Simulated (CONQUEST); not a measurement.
**TiO2 (Anatase) under changes of volume**

One of the cells (11.354 Å³/atom); the others are scaled copies at fixed shape and fractional positions:

```
Ti O
1.0
     3.78420    0.00000    0.00000
     0.00000    3.78420    0.00000
     0.00000    0.00000    9.51460
Ti O
4 8
Direct
  0.00000 0.50000 0.25000
  0.50000 0.00000 0.75000
  0.00000 0.00000 0.00000
  0.50000 0.50000 0.50000
  0.00000 0.00000 0.79190
  0.50000 0.50000 0.29190
  0.00000 0.50000 0.04190
  0.50000 0.00000 0.54190
  0.00000 0.50000 0.45810
  0.50000 0.00000 0.95810
  0.00000 0.00000 0.20810
  0.50000 0.50000 0.70810
```

| Quantity | Value |
| --- | --- |
| Program | CONQUEST 1.3 |
| Functional | PBEsol |
| Potentials or basis | PseudoDojo NC PBEsol, DZP, grid of 40 × 40 × 100 points |
| k mesh | 5 × 5 × 2 |
| Occupations | fermi-dirac, width 0.05 eV |
| Spin | no spin polarisation |

| volume (Å³/atom) | energy over the lowest point (meV/atom) | pressure (GPa) | gap on the mesh (eV) | largest force (eV/Å) |
| --- | --- | --- | --- | --- |
| 10.673 | 37.62 | 17.3 | 2.07 | 0.382 |
| 10.900 | 17.34 | 11.4 | 2.03 | 0.208 |
| 11.127 | 5.13 | 6.0 | 1.99 | 0.065 |
| 11.354 | 0.00 | 1.1 | 1.95 | 0.060 |
| 11.581 | 1.22 | -2.6 | 1.91 | 0.132 |
| 11.808 | ? | ? | ? | ? |
| 12.035 | 19.80 | -10.2 | 1.83 | 0.377 |

What does the run at 11.808 Å³/atom give?

Energy over the lowest point 7.81 meV/atom; pressure -6.7 GPa; gap on the mesh 1.87 eV; largest force 0.254 eV/Å.

Worked out: A Birch-Murnaghan fit of order 3 (a polynomial in V^(-2/3)) to the other rows has its minimum at 11.42 Å³/atom with B0 = V·E''(V) = 216 GPa and B' = 5.1 at fixed shape and positions, which overstates the stiffness. It gives 8.03 meV/atom at 11.808 Å³/atom, against the run's 7.81, and -dE/dV = -6.6 GPa, against -6.7. A straight line through the other rows of the gap, of slope -2 eV per unit of ln V, gives 1.87 eV, against the run's 1.87.

Energies are extrapolated to zero smearing.

Caveats: an odd mesh through Γ misses points on the zone boundary, where band edges often lie; the basis of atomic orbitals isn't converged, which shifts pressures, moduli and gaps.
